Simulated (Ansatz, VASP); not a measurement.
## LiH in VASP and in Ansatz

File INCAR:

```
  PREC = Accurate
  ENCUT = 520
  EDIFF = 1E-8
  ISMEAR = -1
  SIGMA = 0.03
  LREAL = False
  LASPH = True
  NELM = 80
  ALGO = Normal
  ISIF = 2
  LWAVE = False
  LCHARG = False
  GGA = PE
  LEFG = True
  NBANDS = 9
```

File KPOINTS:

```
regular mesh
0
Gamma
  11 11 11
```

Contents of POSCAR:

```
LiH
1.0
    0.0000000000      2.0325000000      2.0325000000
    2.0325000000      0.0000000000      2.0325000000
    2.0325000000      2.0325000000      0.0000000000
Li H
1 1
Direct
    0.0000000000      0.0000000000      0.0000000000
    0.4704797048      0.5295202952      0.5295202952
```

Input for Ansatz:

```yaml
crystal:
  lattice:
    - [0.0, 2.0325, 2.0325]
    - [2.0325, 0.0, 2.0325]
    - [2.0325, 2.0325, 0.0]
  atoms:
    - { symbol: Li, position: [0.0, 0.0, 0.0] }
    - { symbol: H, position: [0.4704797048, 0.5295202952, 0.5295202952] }
kpoints:
  mp_grid: { grid: [11, 11, 11] }
scf:
  occupations: { method: fermi_dirac, width: 0.03 }
hamiltonian:
  xc: pbe
  pseudopotentials: { kind: paw }
output:
  forces: true
  stress: true
  eigenvalues: true
  efg: { contact_densities: true }
  write_density: true
  write_potential: true
  elf: true
  volumetric_format: npy
```

Alike in both runs: task electric field gradients; functional PBE; k mesh 11 × 11 × 11; occupations fermi-dirac, width 0.03 eV; no spin polarisation.

|  | VASP | Ansatz |
| --- | --- | --- |
| version | VASP 6.6.1 | Ansatz 0.2.0 |
| potentials or method | VASP PAW PBE potentials, release 64 (Li_sv, H) | PAW with Ansatz's default frozen-core files, scalar-relativistic |
| plane-wave cutoff (eV) | 520 | 420 |
| valence electrons in the cell | 4 | 4 |

Ansatz gave:

* gap on the k mesh at the Fermi level (eV): 3.21
* rms of the force components (eV/Å): 0.073
* Vzz of the field gradient on the site that differs most (V/Å²): -0.1

Q: Estimate VASP's values.

A: gap on the k mesh at the Fermi level (eV): 3.20; rms of the force components (eV/Å): 0.073; Vzz of the field gradient on the site that differs most (V/Å²): -0.1.

Atom by atom the forces differ by 0.000 eV/Å (rms over components).

Caveats: an odd mesh through Γ misses points on the zone boundary, where band edges often lie.
